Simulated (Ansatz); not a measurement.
Crystal: Bi2Te2Se.

```
Bi Te Se
1.0
     2.16097    1.24764   10.58557
    -2.16097    1.24764   10.58557
     0.00000   -2.49527   10.58557
Bi Te Se
2 2 1
Direct
  0.39172 0.39172 0.39172
  0.60828 0.60828 0.60828
  0.78040 0.78040 0.78040
  0.21960 0.21960 0.21960
  0.00000 0.00000 0.00000
```

The cell is a database's computed one.

```yaml
Program: Ansatz 0.2.0
Task: relaxation of cell and atoms
Functional: r2SCAN
Dispersion: rVV10
Potentials_or_basis: Ansatz PAW
Cutoff: "500 eV (not typed: the program's choice for these potentials)"
k_mesh: 7 × 7 × 7
Occupations: fermi-dirac, width 0.05 eV
Spin: no spin polarisation
```

At the start: volume 34.25 Å³/atom.

Where does the relaxation end?

It ends after 7 steps and the volume is 32.97 Å³/atom (-3.7 %); space group R-3m (No. 166, to 0.05 Å).

The path:
```csv
step,energy change (eV),largest force (eV/Å),volume (Å³)
1,0.0000,0.0309,171.24
2,-0.0023,0.1165,161.69
3,-0.0177,0.0353,165.54
4,-0.0189,0.0100,165.25
5,-0.0193,0.0295,164.91
6,-0.0194,0.0004,164.85
7,-0.0188,0.0004,164.85
```

Final structure:
```yaml
crystal:
  lattice:
    - [2.15168, 1.24227, 10.27878]
    - [-2.15168, 1.24227, 10.27878]
    - [0.00000, -2.48454, 10.27878]
  atoms:
    - { symbol: Bi, position: [0.39324, 0.39324, 0.39324] }
    - { symbol: Bi, position: [0.60676, 0.60676, 0.60676] }
    - { symbol: Te, position: [0.78353, 0.78353, 0.78353] }
    - { symbol: Te, position: [0.21647, 0.21647, 0.21647] }
    - { symbol: Se, position: [0.00000, 0.00000, 0.00000] }
```

Caveat: the plane-wave basis is chosen anew once the cell has moved, so the energies of steps on either side of that aren't comparable; the PAW data sets come from PBE, with cores solved anew for the run's functional, which leaves a small shift of forces and pressure.
